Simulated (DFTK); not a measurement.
Runs of DFTK 0.8.2 on Ir. Symmetry: Fm-3m, No. 225, cubic system. Conventional cell: a = 3.831 Å, b = 3.831 Å, c = 3.831 Å, α = 90.00°, β = 90.00°, γ = 90.00°. Around Ir (site symmetry m-3m) lie 12 Ir at 2.71 Å. 

```tsv
task	level	potentials or basis	k mesh	cutoff (eV)	SCF solver	gap on the mesh (eV)	pressure (GPa)	V0 of scaled cells (Å³/atom)	B0 (GPa)
equation of state	PBE	dojo.nc.sr.pbe.v0_4_1.standard.upf (PBE)	12 × 12 × 12	1088	-	-	-	14.45	(c)
band structure	r2SCAN	in-house norm-conserving set (r2SCAN, scalar relativistic)	11 × 11 × 11	925	ScfAndersonSolver	none	4.9	-	-
band structure	BJ06	in-house norm-conserving set (r2SCAN, scalar relativistic)	11 × 11 × 11	925	-	none	-	-	-
single point	PBE	dojo.nc.sr.pbe.v0_4_1.standard.upf (PBE)	12 × 12 × 12	1088	-	none	10.4	-	-
band structure	PBE	SG15 1.2 (PBE)	12 × 12 × 12	952	-	none	10.5	-	-
equation of state	PBEsol	SG15 1.2 (PBE)	9 × 9 × 9	952	-	-	-	(a)	390
equation of state	RPBE	SG15 1.2 (PBE)	9 × 9 × 9	952	-	-	-	14.61	335
band structure	PBEsol	SG15 1.2 (PBE)	12 × 12 × 12	952	-	none	(b)	-	-
```

Alike in all rows: no spin polarisation; cell as given; smearing fermi-dirac 0.05 eV.

Question: Fill in the values left out.

Answer: (a) 14.04; (b) -0.3; (c) 351.

Caveats: the potentials were made for another functional, which shifts forces and pressure (some runs); the program leaves the constant c of mgga_x_tb09 at 1, so the potential is Becke-Johnson's (BJ06) and not Tran and Blaha's, with levels but no total energy (some runs).

A k mesh can miss the band edges, and the runs leave out spin-orbit coupling on Ir.

A gap of «none» marks a metal or a gap under the smearing width.

Not every run made on this cell is shown here.
